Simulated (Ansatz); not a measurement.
**GaP (F-43m) on a mismatched substrate**

```
CELL_PARAMETERS angstrom
2.72525 2.72525 0.00000
-2.72525 2.72525 0.00000
0.00000 2.72525 2.72525
ATOMIC_POSITIONS crystal
Ga 0.00000 0.00000 0.00000
P 0.75000 0.25000 0.50000
```

This cell was relaxed by PAW under r²SCAN. A film on a (001) substrate is mimicked by stretching x and y by ε∥; the length along z and the atoms then relax by PAW (default files of Ansatz 0.2.0, cutoff 500 eV, stress met within about 0.05 GPa). Stress and levels come from r²SCAN, PAW on Ansatz 0.2.0's default frozen-core files (fitted under PBE), scalar-relativistic; k mesh 8×8×8, fixed occupations, cutoff 500 eV. Conduction levels are in eV over the valence top, at fixed fractional wave vectors («min» is a refined band extremum of the unstrained crystal off the named points).

```tsv
ε∥ (%)	ε⊥ (%)	σ∥ (GPa, tension positive)	min ⊥ z	min ∥ z	X ⊥ z	X ∥ z	2nd valence level at Γ	3rd
-2.0	1.710	-3.27	1.613	1.955	1.691	1.976	0.000	-0.239
-1.0	?	?	?	?	?	?	?	?
-0.5	0.428	-0.81	1.787	1.872	1.855	1.924	0.000	-0.056
0.0	0.000	-0.04	1.843	1.843	1.908	1.908	0.000	0.000
0.5	-0.380	0.73	1.846	1.766	1.908	1.844	-0.051	-0.051
1.0	-0.787	1.46	1.850	1.686	1.909	1.780	-0.102	-0.102
2.0	-1.688	2.81	1.860	1.522	1.911	1.651	-0.203	-0.203
```

The last two columns are counted from the highest valence level at Γ.

Task: How does the film contract along z, and how stiff is it in the plane?

Result: Quadratic fits through the 6 rows shown have slopes dε⊥/dε∥ = -0.843 and dσ∥/dε∥ = 152.4 GPa at zero strain. Elasticity asks −2C12/C11 = -0.851 and C11 + C12 − 2C12²/C11 = 151.7 GPa, from PAW constants C11 = 142.6, C12 = 60.7 GPa. At the level of the σ∥ column the films keep up to 0.09 GPa along z against the unstrained cell; this and the cubic term, which a quadratic fit over ±2 % leaves out, limit the agreement.

Task: Which shear deformation potential b does the valence splitting give?

Result: Without spin-orbit coupling the single level moves against the pair by 3b(ε⊥ − ε∥): -0.0564 eV at ε⊥ − ε∥ = 0.00928 and 0.0514 eV at -0.00880, so b = -1.98 eV.

Task: And the uniaxial potential of the lowest valleys?

Result: The valley along z moves against those in the plane by Ξu(ε⊥ − ε∥): from 0.0853 to -0.0807 eV between the two smallest strains, so Ξu = 9.18 eV.

Task: Fill the row at ε∥ = -1.0 %.

Result: The fits give ε⊥ = 0.866 % and σ∥ = -1.60 GPa. Computed: ε⊥ (%) = 0.874, σ∥ (GPa, tension positive) = -1.60, min ⊥ z = 1.729, min ∥ z = 1.901, X ⊥ z = 1.801, X ∥ z = 1.942, 2nd valence level at Γ = 0.000, 3rd = -0.116. The levels have a kink at zero strain, where another valence state takes the top, so one parabola doesn't fit them.

Task: What is the slope of the gap under small compression and under small tension?

Result: dE_g/dε∥ is 113 meV per % on the compressed side and -155 on the stretched side, so the gap falls either way. The lowest conduction level lies at min ⊥ z under the strongest compression and at min ∥ z under the strongest tension.

Keep in mind: frozen-core PAW files fitted under PBE, their cores solved anew for the functional of the run; no spin-orbit coupling on heavy atoms; semilocal gaps are low, and the spacing of valleys can be off by tenths of an eV; levels are read at fixed fractional k, so an edge that moves off these points is missed; with spin-orbit coupling the valence top splits by 2|b| and not 3|b| times the shear while that is small against the spin-orbit gap, so the gap's slopes differ from these.
